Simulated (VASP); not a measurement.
The system is BN.

```
CELL_PARAMETERS angstrom
0.00000 1.81300 1.81300
1.81300 0.00000 1.81300
1.81300 1.81300 0.00000
ATOMIC_POSITIONS crystal
N 0.25000 0.25000 0.25000
B 0.00000 0.00000 0.00000
```

The cell is a database's computed one.

Program: VASP 6.6.1. Alike in all runs: task band structure; potentials or basis VASP PAW PBE potentials, release 64 (N, B); no spin polarisation; cell as given; k mesh 13 × 13 × 13; cutoff (eV) 520; smearing fermi-dirac 0.05 eV.

Q: Order these runs on this cell by their pressure, lowest first.
A. level MS2
B. level r2SCAN
C. level TPSS
D. level revTPSS
E. level revPBE

A: A (-6.9 GPa), B (-4.1 GPa), D (-2.2 GPa), C (-0.2 GPa), E (4.3 GPa).

Caveats: the PAW data sets were made with another functional, which shifts forces and pressure a little.

Runs at the PBE level aren't shown here.
